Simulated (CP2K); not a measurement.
# GaN (P6_3mc) in CP2K: notebook, part 2 of 2

CP2K 2026.2. The steps go on from the part before.

### 3 Band structure, PBE

gan_bands.inp reads:

```
&GLOBAL
  PROJECT gan_bands
  RUN_TYPE ENERGY_FORCE
  PRINT_LEVEL LOW
&END GLOBAL
&FORCE_EVAL
  METHOD QS
  STRESS_TENSOR ANALYTICAL
  &DFT
    BASIS_SET_FILE_NAME BASIS_MOLOPT
    POTENTIAL_FILE_NAME GTH_POTENTIALS
    &MGRID
      CUTOFF 500
      REL_CUTOFF 60
      NGRIDS 4
    &END MGRID
    &QS
      METHOD GPW
      EPS_DEFAULT 1.0E-9
    &END QS
    &KPOINTS
      SCHEME MONKHORST-PACK 10 10 5
      GAMMA_CENTERED T
      SYMMETRY T
      SYMMETRY_BACKEND SPGLIB
    &END KPOINTS
    &SCF
      SCF_GUESS ATOMIC
      EPS_SCF 1.0E-6
      MAX_SCF 100
      ADDED_MOS 14
      CHOLESKY OFF
      EPS_EIGVAL 1.0E-7
      &DIAGONALIZATION ON
        ALGORITHM STANDARD
      &END DIAGONALIZATION
      &MIXING ON
        METHOD BROYDEN_MIXING
        ALPHA 0.4
        BETA 1.5
        NBUFFER 8
      &END MIXING
      &SMEAR ON
        METHOD FERMI_DIRAC
        ELECTRONIC_TEMPERATURE [K] 580.226
      &END SMEAR
    &END SCF
    &XC
      &XC_FUNCTIONAL
        &GGA_X_PBE
        &END GGA_X_PBE
        &GGA_C_PBE
        &END GGA_C_PBE
      &END XC_FUNCTIONAL
    &END XC
    &PRINT
      &KPOINTS ON
      &END KPOINTS
      &MULLIKEN ON
      &END MULLIKEN
      &MO ON
        ENERGIES T
        OCCUPATION_NUMBERS T
        &EACH
          QS_SCF 0
        &END EACH
        ADD_LAST NUMERIC
      &END MO
      &BAND_STRUCTURE
        FILE_NAME bands.bs
        ADDED_MOS 4
        &KPOINT_SET
          UNITS B_VECTOR
          NPOINTS 8
          SPECIAL_POINT GAMMA 0.00000000 0.00000000 0.00000000
          SPECIAL_POINT M 0.50000000 0.00000000 0.00000000
          SPECIAL_POINT K 0.33333333 0.33333333 0.00000000
          SPECIAL_POINT GAMMA 0.00000000 0.00000000 0.00000000
          SPECIAL_POINT A 0.00000000 0.00000000 0.50000000
          SPECIAL_POINT L 0.50000000 0.00000000 0.50000000
          SPECIAL_POINT H 0.33333333 0.33333333 0.50000000
          SPECIAL_POINT A 0.00000000 0.00000000 0.50000000
        &END KPOINT_SET
        &KPOINT_SET
          UNITS B_VECTOR
          NPOINTS 8
          SPECIAL_POINT L 0.50000000 0.00000000 0.50000000
          SPECIAL_POINT M 0.50000000 0.00000000 0.00000000
        &END KPOINT_SET
        &KPOINT_SET
          UNITS B_VECTOR
          NPOINTS 8
          SPECIAL_POINT K 0.33333333 0.33333333 0.00000000
          SPECIAL_POINT H 0.33333333 0.33333333 0.50000000
        &END KPOINT_SET
      &END BAND_STRUCTURE
    &END PRINT
  &END DFT
  &SUBSYS
    &CELL
      A 3.1800000000 0.0000000000 0.0000000000
      B -1.5900000000 2.7539607840 0.0000000000
      C 0.0000000000 0.0000000000 5.1660000000
      PERIODIC XYZ
    &END CELL
    &COORD
      Ga  1.5900000002 0.9179869279 2.5830000000
      Ga  -0.0000000002 1.8359738561 0.0000000000
      N   1.5900000002 0.9179869279 4.5202500000
      N   -0.0000000002 1.8359738561 1.9372500000
    &END COORD
    &KIND Ga
      BASIS_SET DZVP-MOLOPT-SR-GTH-q13
      POTENTIAL GTH-PBE-q13
    &END KIND
    &KIND N
      BASIS_SET DZVP-MOLOPT-SR-GTH-q5
      POTENTIAL GTH-PBE-q5
    &END KIND
    &PRINT
      &ATOMIC_COORDINATES ON
      &END ATOMIC_COORDINATES
      &CELL ON
      &END CELL
    &END PRINT
  &END SUBSYS
  &PRINT
    &FORCES ON
    &END FORCES
    &STRESS_TENSOR ON
    &END STRESS_TENSOR
  &END PRINT
&END FORCE_EVAL
```

Potentials or basis: GTH_POTENTIALS Ga GTH-PBE-q13, N GTH-PBE-q5; DZVP-MOLOPT-SR-GTH basis.

Launch:

```
OMP_NUM_THREADS=1 cp2k.psmp -i gan_bands.inp -o gan_bands.out
```

gan_bands.out:

```text

 CP2K| version string:                                       CP2K version 2026.2
 CP2K| Input file name                                             gan_bands.inp

 GLOBAL| Force Environment number                                              1
 GLOBAL| Basis set file name                                        BASIS_MOLOPT
 GLOBAL| Potential file name                                      GTH_POTENTIALS
 GLOBAL| MM Potential file name                                     MM_POTENTIAL
 GLOBAL| Coordinate file name                                      __STD_INPUT__
 GLOBAL| Method name                                                        CP2K
 GLOBAL| Project name                                                  gan_bands
 GLOBAL| Run type                                                   ENERGY_FORCE
 GLOBAL| FFT library                                                       FFTW3
[... 8 lines left out ...]
 GLOBAL| CPU model name                                                  UNKNOWN

 CELL| Volume [angstrom^3]:                                            45.241737
 CELL| Vector a [angstrom]:       3.180     0.000     0.000   |a| =     3.180000
[... 753 lines left out ...]
 KPOINTS| Special point     1           K     0.333333     0.333333     0.000000
 KPOINTS| Special point     2           H     0.333333     0.333333     0.500000

 ENERGY| Total FORCE_EVAL ( QS ) energy [hartree]           -169.138798191095248

 FORCES| Atomic forces [hartree/bohr]
 FORCES|   Atom     x               y               z               |f|
 FORCES|      1  8.84685108E-06 -5.31697597E-06 -2.01725664E-03   2.01728305E-03
 FORCES|      2 -8.84639736E-06  5.29119676E-06 -2.01724838E-03   2.01727472E-03
 FORCES|      3  1.93217889E-05 -1.12737734E-05  2.53932712E-03   2.53942566E-03
 FORCES|      4 -1.93222423E-05  1.12995316E-05  2.53937972E-03   2.53947837E-03
 FORCES| Sum     3.32663930E-13 -2.10165369E-11  1.04420182E-03
 FORCES| Total atomic force                                       1.04420182E-03

 STRESS| Analytical stress tensor [bar]
 STRESS|                        x                   y                   z
 STRESS|      x        8.97281638217E+04  -4.47107773774E+02  -2.91791718315E-03
 STRESS|      y       -4.47107773774E+02   8.92115385188E+04  -9.18830763401E-02
 STRESS|      z       -2.91791718315E-03  -9.18830763401E-02   1.13693430790E+05
 STRESS| 1/3 Trace                                             9.75443777100E+04
 STRESS| Determinant                                           9.10069030579E+14

 STRESS| Eigenvectors and eigenvalues of the analytical stress tensor [bar]
 STRESS|                        1                   2                   3
 STRESS| Eigenvalues   8.89534881317E+04   8.99862142084E+04   1.13693430790E+05
 STRESS|      x           0.499873007013      0.866098710806     -0.000000051754
 STRESS|      y           0.866098710800     -0.499873007010     -0.000003752158
 STRESS|      z           0.000003275610     -0.000001830779      0.999999999993
```

Wall time 77 s (1 thread of Arm Neoverse V1, shared host); peak memory 0.35 GiB.

Results:

```yaml
Free_energy: -4602.5008 eV
Pressure: 9.8 GPa
Band_gap_on_the_k_mesh: 1.95 eV, direct
Band_gap_along_the_path: 1.95 eV, direct
Mulliken_charges: Ga +0.55; N -0.55 e
```

Levels at the corners of the path, in eV from the valence-band top:
```tsv
point	band 16	band 17	band 18	band 19	band 20	band 21
Γ	-0.07	0.00	0.00	1.95	4.29	9.34
M	-2.83	-2.30	-1.02	5.18	5.63	6.17
K	-3.09	-3.09	-2.76	5.26	7.88	7.88
Γ	-0.07	0.00	0.00	1.95	4.29	9.34
A	-0.56	-0.56	-0.56	4.27	4.27	8.70
L	-2.00	-1.97	-1.97	4.45	4.45	8.11
H	-4.28	-1.55	-1.55	6.57	6.57	7.47
A	-0.56	-0.56	-0.56	4.27	4.27	8.70
L	-2.00	-1.97	-1.97	4.45	4.45	8.11
M	-2.83	-2.30	-1.02	5.18	5.63	6.17
K	-3.09	-3.09	-2.76	5.26	7.88	7.88
H	-4.28	-1.55	-1.55	6.57	6.57	7.47
```

Caveat: the forces don't sum to zero, a sign of grid noise; Mulliken charges move with the basis; the basis of atomic orbitals isn't converged, which shifts pressures, moduli and gaps.

### 4 Band structure, PBE

gan_bands.inp: that of step 3 with these lines changed.

```diff
@@ -9,4 +9,4 @@
   &DFT
-    BASIS_SET_FILE_NAME BASIS_MOLOPT
-    POTENTIAL_FILE_NAME GTH_POTENTIALS
+    BASIS_SET_FILE_NAME BASIS_MOLOPT_UZH
+    POTENTIAL_FILE_NAME POTENTIAL_UZH
     &MGRID
@@ -112,3 +112,3 @@
     &KIND Ga
-      BASIS_SET DZVP-MOLOPT-SR-GTH-q13
+      BASIS_SET DZVP-MOLOPT-PBE-GTH-q13
       POTENTIAL GTH-PBE-q13
@@ -116,3 +116,3 @@
     &KIND N
-      BASIS_SET DZVP-MOLOPT-SR-GTH-q5
+      BASIS_SET DZVP-MOLOPT-PBE-GTH-q5
       POTENTIAL GTH-PBE-q5
```

Potentials or basis: POTENTIAL_UZH Ga GTH-PBE-q13, N GTH-PBE-q5; DZVP-MOLOPT-PBE-GTH basis.

Launch:

```
OMP_NUM_THREADS=1 cp2k.psmp -i gan_bands.inp -o gan_bands.out
```

gan_bands.out:

```text

 CP2K| version string:                                       CP2K version 2026.2
 CP2K| Input file name                                             gan_bands.inp

 GLOBAL| Force Environment number                                              1
 GLOBAL| Basis set file name                                    BASIS_MOLOPT_UZH
 GLOBAL| Potential file name                                       POTENTIAL_UZH
 GLOBAL| MM Potential file name                                     MM_POTENTIAL
 GLOBAL| Coordinate file name                                      __STD_INPUT__
 GLOBAL| Method name                                                        CP2K
 GLOBAL| Project name                                                  gan_bands
 GLOBAL| Run type                                                   ENERGY_FORCE
 GLOBAL| FFT library                                                       FFTW3
[... 8 lines left out ...]
 GLOBAL| CPU model name                                                  UNKNOWN

 CELL| Volume [angstrom^3]:                                            45.241737
 CELL| Vector a [angstrom]:       3.180     0.000     0.000   |a| =     3.180000
 CELL| Vector b [angstrom]:      -1.590     2.754     0.000   |b| =     3.180000
 CELL| Vector c [angstrom]:       0.000     0.000     5.166   |c| =     5.166000
 CELL| Angle (b,c), alpha [degree]:                                    90.000000
 CELL| Angle (a,c), beta  [degree]:                                    90.000000
 CELL| Angle (a,b), gamma [degree]:                                   120.000000
 CELL| Numerically orthorhombic:                                              NO
 CELL| Periodicity                                                           XYZ

 CELL_REF| Volume [angstrom^3]:                                        45.241737
 CELL_REF| Vector a [angstrom     3.180     0.000     0.000   |a| =     3.180000
 CELL_REF| Vector b [angstrom    -1.590     2.754     0.000   |b| =     3.180000
 CELL_REF| Vector c [angstrom     0.000     0.000     5.166   |c| =     5.166000
 CELL_REF| Angle (b,c), alpha [degree]:                                90.000000
 CELL_REF| Angle (a,c), beta  [degree]:                                90.000000
 CELL_REF| Angle (a,b), gamma [degree]:                               120.000000
 CELL_REF| Numerically orthorhombic:                                          NO
 CELL_REF| Periodicity                                                       XYZ
[... 10 lines left out ...]

  Total number of            - Atomic kinds:                                   2
[... 686 lines left out ...]
 MO|     32               1.154540              31.416629               0.000000
 MO| Sum:                                                              36.000000
 MO| E(Fermi):            0.262559 a.u.          7.144588 eV
 MO| Band gap:            0.227061 a.u.          6.178651 eV

 [... the levels of further k-points ...]

 !-----------------------------------------------------------------------------!
                     Mulliken Population Analysis

 #  Atom  Element  Kind  Atomic population                           Net charge
       1     Ga       1         12.081313                              0.918687
       2     Ga       1         12.081314                              0.918686
       3     N        2          5.918687                             -0.918687
       4     N        2          5.918686                             -0.918686
 # Total charge                             36.000000                  0.000000

 !-----------------------------------------------------------------------------!

 KPOINTS| Band Structure Calculation
 KPOINTS| Number of k-point sets                                               3
 KPOINTS| Number of added MOs/bands                                            4
 KPOINTS| Number of k-points in set    1                                      57
 KPOINTS| In units of b-vector [2pi/Bohr]
 KPOINTS| Special point     1       GAMMA     0.000000     0.000000     0.000000
 KPOINTS| Special point     2           M     0.500000     0.000000     0.000000
 KPOINTS| Special point     3           K     0.333333     0.333333     0.000000
 KPOINTS| Special point     4       GAMMA     0.000000     0.000000     0.000000
 KPOINTS| Special point     5           A     0.000000     0.000000     0.500000
 KPOINTS| Special point     6           L     0.500000     0.000000     0.500000
 KPOINTS| Special point     7           H     0.333333     0.333333     0.500000
 KPOINTS| Special point     8           A     0.000000     0.000000     0.500000
 KPOINTS| Number of k-points in set    2                                       9
 KPOINTS| In units of b-vector [2pi/Bohr]
 KPOINTS| Special point     1           L     0.500000     0.000000     0.500000
 KPOINTS| Special point     2           M     0.500000     0.000000     0.000000
 KPOINTS| Number of k-points in set    3                                       9
 KPOINTS| In units of b-vector [2pi/Bohr]
 KPOINTS| Special point     1           K     0.333333     0.333333     0.000000
 KPOINTS| Special point     2           H     0.333333     0.333333     0.500000

 ENERGY| Total FORCE_EVAL ( QS ) energy [hartree]           -169.157592085539534

 FORCES| Atomic forces [hartree/bohr]
 FORCES|   Atom     x               y               z               |f|
 FORCES|      1  1.01313331E-05 -6.05846321E-06 -1.98916040E-03   1.98919542E-03
 FORCES|      2 -1.01311787E-05  6.05808392E-06 -1.98913653E-03   1.98917156E-03
 FORCES|      3  2.03120666E-05 -1.18095300E-05  2.51423354E-03   2.51434332E-03
 FORCES|      4 -2.03122179E-05  1.18099067E-05  2.51428188E-03   2.51439167E-03
 FORCES| Sum     3.15880602E-12 -2.57365039E-12  1.05021850E-03
 FORCES| Total atomic force                                       1.05021850E-03

 STRESS| Analytical stress tensor [bar]
 STRESS|                        x                   y                   z
 STRESS|      x        8.96293303602E+04  -4.65263208447E+02   5.46434052091E-04
 STRESS|      y       -4.65263208447E+02   8.90923833605E+04   4.48256355351E-03
 STRESS|      z        5.46434052091E-04   4.48256355351E-03   1.13348015033E+05
 STRESS| 1/3 Trace                                             9.73565762513E+04
 STRESS| Determinant                                           9.05092309436E+14

 STRESS| Eigenvectors and eigenvalues of the analytical stress tensor [bar]
 STRESS|                        1                   2                   3
 STRESS| Eigenvalues   8.88236903375E+04   8.98980233832E+04   1.13348015033E+05
 STRESS|      x           0.500102156729      0.865966415535      0.000000019420
 STRESS|      y           0.865966415535     -0.500102156729      0.000000184433
 STRESS|      z          -0.000000169425      0.000000075418      1.000000000000
```

Wall time 95 s (1 thread of Arm Neoverse V1, shared host); peak memory 0.37 GiB.

What came out:

```
Free energy             : -4603.0122 eV
Pressure                : 9.7 GPa
Band gap on the k mesh  : 1.95 eV, direct
Band gap along the path : 1.95 eV, direct
Mulliken charges        : Ga +0.92; N -0.92 e
```

Stress tensor (GPa, compression positive):
```
 8.96 -0.05  0.00
-0.05  8.91  0.00
 0.00  0.00 11.33
```

Levels at the corners of the path, in eV from the valence-band top:
```csv
point,band 14,band 15,band 16,band 17,band 18,band 19,band 20,band 21,band 22,band 23
Γ,-1.09,-1.09,-0.07,0.00,0.00,1.95,4.28,9.29,9.95,9.95
M,-5.35,-4.34,-2.84,-2.30,-1.02,5.16,5.61,6.16,8.69,10.54
K,-5.42,-5.41,-3.09,-3.09,-2.76,5.21,7.89,7.89,8.50,10.05
Γ,-1.09,-1.09,-0.07,0.00,0.00,1.95,4.28,9.29,9.95,9.95
A,-3.91,-0.56,-0.56,-0.56,-0.56,4.26,4.26,8.59,8.59,10.51
L,-6.70,-2.00,-2.00,-1.97,-1.97,4.44,4.44,7.98,7.98,10.16
H,-6.26,-4.28,-4.28,-1.55,-1.55,6.53,6.53,7.40,7.40,9.13
A,-3.91,-0.56,-0.56,-0.56,-0.56,4.26,4.26,8.59,8.59,10.51
L,-6.70,-2.00,-2.00,-1.97,-1.97,4.44,4.44,7.98,7.98,10.16
M,-5.35,-4.34,-2.84,-2.30,-1.02,5.16,5.61,6.16,8.69,10.54
K,-5.42,-5.41,-3.09,-3.09,-2.76,5.21,7.89,7.89,8.50,10.05
H,-6.26,-4.28,-4.28,-1.55,-1.55,6.53,6.53,7.40,7.40,9.13
```

Caveat: the forces don't sum to zero, a sign of grid noise; Mulliken charges move with the basis; the basis of atomic orbitals isn't converged, which shifts pressures, moduli and gaps.

### 5 Band structure, PBE

gan_bands.inp: that of step 4 with these lines changed.

```diff
@@ -9,3 +9,3 @@
   &DFT
-    BASIS_SET_FILE_NAME BASIS_MOLOPT_UZH
+    BASIS_SET_FILE_NAME BASIS_ccGRB_UZH
     POTENTIAL_FILE_NAME POTENTIAL_UZH
@@ -112,3 +112,3 @@
     &KIND Ga
-      BASIS_SET DZVP-MOLOPT-PBE-GTH-q13
+      BASIS_SET ccGRB-D-q13
       POTENTIAL GTH-PBE-q13
@@ -116,3 +116,3 @@
     &KIND N
-      BASIS_SET DZVP-MOLOPT-PBE-GTH-q5
+      BASIS_SET ccGRB-D-q5
       POTENTIAL GTH-PBE-q5
```

Potentials or basis: POTENTIAL_UZH Ga GTH-PBE-q13, N GTH-PBE-q5; ccGRB-D basis.

Launch:

```
OMP_NUM_THREADS=1 cp2k.psmp -i gan_bands.inp -o gan_bands.out
```

Run time: 32 s. Hardware: 1 thread of Arm Neoverse V1, shared host; peak memory 0.29 GiB.

The run converged. Its results:

```yaml
Free_energy: -4601.8367 eV
Pressure: 10.4 GPa
Largest_force: 0.125 eV/Å
Band_gap_on_the_k_mesh: 2.57 eV, direct
Band_gap_along_the_path: 2.57 eV, direct
Mulliken_charges: Ga +1.00; N -1.00 e
```

Forces in eV/Å, atoms in the order of the input:
```
Ga   0.000  0.000 -0.103
Ga   0.000  0.000 -0.103
N    0.001  0.000  0.125
N   -0.001  0.000  0.125
```

Stress tensor (GPa, compression positive):
```
 9.67 -0.03  0.00
-0.03  9.63  0.00
 0.00  0.00 11.82
```

Levels at the corners of the path, in eV from the valence-band top:
```
point  band 15  band 16  band 17  band 18  band 19  band 20  band 21  band 22
    Γ    -1.13    -0.07     0.00     0.00     2.57     4.92     9.74     9.92
    M    -4.40    -2.90    -2.34    -1.05     5.23     5.98     6.78     8.80
    K    -5.48    -3.14    -3.14    -2.79     5.37     8.08     8.08     8.62
    Γ    -1.13    -0.07     0.00     0.00     2.57     4.92     9.74     9.92
    A    -0.58    -0.58    -0.58    -0.58     4.74     4.74     9.10     9.10
    L    -2.05    -2.05    -2.01    -2.01     4.69     4.69     8.03     8.03
    H    -4.34    -4.34    -1.60    -1.60     6.77     6.77     7.52     7.52
    A    -0.58    -0.58    -0.58    -0.58     4.74     4.74     9.10     9.10
    L    -2.05    -2.05    -2.01    -2.01     4.69     4.69     8.03     8.03
    M    -4.40    -2.90    -2.34    -1.05     5.23     5.98     6.78     8.80
    K    -5.48    -3.14    -3.14    -2.79     5.37     8.08     8.08     8.62
    H    -4.34    -4.34    -1.60    -1.60     6.77     6.77     7.52     7.52
```

Caveat: Mulliken charges move with the basis; the basis of atomic orbitals isn't converged, which shifts pressures, moduli and gaps.

### 6 The runs side by side

```tsv
potentials or basis	ADDED_MOS	gap on the mesh (eV)	pressure (GPa)	largest force (eV/Å)
GTH_POTENTIALS Ga GTH-PBE-q13, N GTH-PBE-q5; SZV-MOLOPT-SR-GTH basis	[8]	2.10	14.9	0.05
GTH_POTENTIALS Ga GTH-PBE-q13, N GTH-PBE-q5; DZVP-MOLOPT-SR-GTH basis	[14]	1.95	9.8	-
POTENTIAL_UZH Ga GTH-PBE-q13, N GTH-PBE-q5; DZVP-MOLOPT-PBE-GTH basis	[14]	1.95	9.7	-
POTENTIAL_UZH Ga GTH-PBE-q13, N GTH-PBE-q5; ccGRB-D basis	[14]	2.57	10.4	0.12
```

Alike in all rows: task band structure; level PBE; no spin polarisation; cell as given; k mesh 10 × 10 × 5; smearing fermi-dirac 0.05 eV.

Caveats: the basis of atomic orbitals isn't converged, which shifts pressures, moduli and gaps; the forces don't sum to zero, a sign of grid noise (some runs); a minimal basis gives rough bond lengths, pressures and levels (some runs).

Absolute energies hang on the potentials; compare differences alone.

### 7 Against experiment

Step 3. A measured gap of GaN is 3.503 eV (direct; quoted in “Studying electronic properties in GaN without electrical contacts using γ-γ vs e−-γ Perturbed Angular Correlations”, 2019, pmc:6823545); the calculated 1.95 eV misses it by -1.55 eV. Spin-orbit coupling on Ga is left out. The value is that of PBE in an atomic basis (GTH_POTENTIALS Ga GTH-PBE-q13, N GTH-PBE-q5; DZVP-MOLOPT-SR-GTH basis), whose error adds to the functional's,, without temperature or zero-point motion. Semilocal functionals fall short of measured gaps as a rule.

Step 4. Against the measured gap of GaN, 3.503 eV (direct; quoted in “Studying electronic properties in GaN without electrical contacts using γ-γ vs e−-γ Perturbed Angular Correlations”, 2019, pmc:6823545), the calculated 1.95 eV is off by -1.55 eV. Spin-orbit coupling on Ga is left out. The value is that of PBE in an atomic basis (POTENTIAL_UZH Ga GTH-PBE-q13, N GTH-PBE-q5; DZVP-MOLOPT-PBE-GTH basis), whose error adds to the functional's,, without temperature or zero-point motion. Semilocal functionals fall short of measured gaps as a rule.

Step 5. A measured gap of GaN is 3.503 eV (direct; quoted in “Studying electronic properties in GaN without electrical contacts using γ-γ vs e−-γ Perturbed Angular Correlations”, 2019, pmc:6823545); the calculated 2.57 eV misses it by -0.93 eV. Spin-orbit coupling on Ga is left out. The value is that of PBE in an atomic basis (POTENTIAL_UZH Ga GTH-PBE-q13, N GTH-PBE-q5; ccGRB-D basis), whose error adds to the functional's,, without temperature or zero-point motion. Semilocal functionals fall short of measured gaps as a rule.
